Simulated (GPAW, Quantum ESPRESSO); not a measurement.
This is a calculation of SiC (Moissanite) for Quantum ESPRESSO 7.5 (ASE script). 

The input run.py:

```python
import numpy as np
from ase.calculators.espresso import Espresso, EspressoProfile
import spglib
from ase import Atoms
from ase.io import read

atoms = read('SiC.cif')
cell, pos, num = spglib.standardize_cell((atoms.cell[:], atoms.get_scaled_positions(), atoms.numbers), to_primitive=True, symprec=1e-4)
atoms = Atoms(numbers=num, cell=cell, scaled_positions=pos, pbc=True)

input_data = {
    'control': {'calculation': 'scf', 'prefix': 'pwscf', 'outdir': './tmp', 'tprnfor': True, 'tstress': True, 'disk_io': 'nowf'},
    'system': {'ecutwfc': 55.0, 'ecutrho': 440.0, 'nbnd': 14, 'occupations': 'smearing', 'smearing': 'fd', 'degauss': 0.00367493},
    'electrons': {'conv_thr': 8e-10, 'electron_maxstep': 120, 'mixing_beta': 0.5},
}
pseudopotentials = {'Si': 'Si.pbe-n-rrkjus_psl.1.0.0.UPF', 'C': 'C.pbe-n-kjpaw_psl.1.0.0.UPF'}
profile = EspressoProfile(command='pw.x', pseudo_dir='pseudo')
atoms.calc = Espresso(profile=profile, input_data=input_data, pseudopotentials=pseudopotentials, kpts=(10, 10, 5), koffset=(0, 0, 0))

print(f'energy {atoms.get_potential_energy():.8f} eV')
print('forces (eV/A)')
print(np.round(atoms.get_forces(), 6))
print('stress (eV/A^3, Voigt)')
print(np.round(atoms.get_stress(), 8))
print(f'Fermi level {atoms.calc.get_fermi_level():.4f} eV')
```

The input SiC.cif:

```cif
data_SiC
_cell_length_a 3.07600000
_cell_length_b 3.07600000
_cell_length_c 5.04800000
_cell_angle_alpha 90.00000000
_cell_angle_beta 90.00000000
_cell_angle_gamma 120.00000000
_space_group_name_H-M_alt 'P6_3mc'
_space_group_name_Hall 'P 6c -2c'
_space_group_IT_number 186
loop_
_space_group_symop_operation_xyz
'x,y,z'
'x-y,x,z+1/2'
'-y,x-y,z'
'-x,-y,z+1/2'
'-x+y,-x,z'
'y,-x+y,z+1/2'
'y,x,z+1/2'
'x,x-y,z'
'x-y,-y,z+1/2'
'-y,-x,z'
'-x,-x+y,z+1/2'
'-x+y,y,z'
loop_
_atom_site_label
_atom_site_type_symbol
_atom_site_symmetry_multiplicity
_atom_site_Wyckoff_symbol
_atom_site_fract_x
_atom_site_fract_y
_atom_site_fract_z
_atom_site_occupancy
Si1 Si 2 b 0.6666666667 0.3333333333 0.5000000000 1
C1 C 2 b 0.6666666667 0.3333333333 0.8850000000 1
```

Potentials or basis: SSSP 1.3 efficiency PBE.

Launch:

```console
$ OMP_NUM_THREADS=1 python run.py
```

Q: What does the same run look like in GPAW 26.7.0? Potentials or basis there: GPAW PAW data sets (gpaw-data 1.2.1), cutoff 800 eV.

A: As run (cutoffs and basis follow the program's own potentials, and thresholds, step limits or extra output files can differ):

The input POSCAR:

```
SiC
1.0
    3.0760000000      0.0000000000      0.0000000000
   -1.5380000000      2.6638941420      0.0000000000
    0.0000000000      0.0000000000      5.0480000000
Si C
2 2
Direct
    0.6666666667      0.3333333333      0.5000000000
    0.3333333333      0.6666666667      0.0000000000
    0.6666666667      0.3333333333      0.8850000000
    0.3333333333      0.6666666667      0.3850000000
```

Potentials or basis: GPAW PAW data sets (gpaw-data 1.2.1), pw.

Launch:

```console
$ OMP_NUM_THREADS=1 gpaw run POSCAR -p 'mode=PW(800),xc=PBE,kpts={size:(10,10,5),gamma:True},occupations={name:fermi-dirac,width:0.05},nbands=18,convergence={density:1e-05,energy:1e-05},maxiter=150,txt=gpaw.txt' --properties efs -w gs.gpw
```

Both were run:

|  | Quantum ESPRESSO | GPAW |
| --- | --- | --- |
| Pressure | 3.9 GPa | 5.0 GPa |
| Largest force | 0.758 eV/Å | 0.770 eV/Å |

Pressure is positive in compression.
